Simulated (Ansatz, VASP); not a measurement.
**Nb in VASP and in Ansatz**

Contents of INCAR:

```
SYSTEM = Nb
ALGO     = Fast           ! electronic algorithm
EDIFF    = 1E-6           ! SCF threshold, eV
ENCUT    = 520            ! plane-wave cutoff, eV
GGA      = CA             ! functional
ISIF     = 2              ! what is computed and relaxed
ISMEAR   = 0              ! smearing method
LASPH    = .TRUE.         ! aspherical terms in the spheres
LCHARG   = .FALSE.        ! write CHGCAR
LREAL    = .FALSE.        ! projectors in reciprocal space
LWAVE    = .FALSE.        ! write WAVECAR
NBANDS   = 12             ! bands
NELM     = 100            ! most SCF steps
PREC     = Accurate       ! precision mode
SIGMA    = 0.15           ! smearing width, eV
```

File KPOINTS:

```
k-points
0
G
  22 22 22
  0 0 0
```

The input POSCAR:

```
Nb
1.0
    0.0000000000      2.1150000000      2.1150000000
    2.1150000000      0.0000000000      2.1150000000
    2.1150000000      2.1150000000      0.0000000000
Nb
1
Direct
    0.0000000000      0.0000000000      0.0000000000
```

Input for Ansatz:

```yaml
crystal:
  lattice:
    - [0.0, 2.115, 2.115]
    - [2.115, 0.0, 2.115]
    - [2.115, 2.115, 0.0]
  atoms:
    - { symbol: Nb, position: [0.0, 0.0, 0.0] }
basis:
  ecutwfc: 420
kpoints:
  mp_grid: { grid: [22, 22, 22] }
hamiltonian:
  xc: lda
scf:
  occupations: { method: gaussian, width: 0.15 }
output:
  forces: true
  stress: true
  eigenvalues: true
```

This isn't the form of Nb at room conditions, which is bcc.

Alike in both runs: task single point; functional LDA; k mesh 22 × 22 × 22; occupations gaussian, width 0.15 eV; no spin polarisation.

|  | VASP | Ansatz |
| --- | --- | --- |
| version | VASP 6.6.1 | Ansatz 0.2.0 |
| potentials or method | VASP PAW LDA potentials, release 64 (Nb_sv) | scalar-relativistic, plane waves, PAW |
| plane-wave cutoff (eV) | 520 | 420 |
| valence electrons in the cell | 13 | 13 |

|  | VASP | Ansatz | Ansatz less VASP |
| --- | --- | --- | --- |
| gap on the k mesh at the Fermi level (eV) | none | none | - |
| pressure (GPa) | -10.7 | -10.5 | +0.15 |

A gap of «none» marks a metal or a gap that the smearing closes.
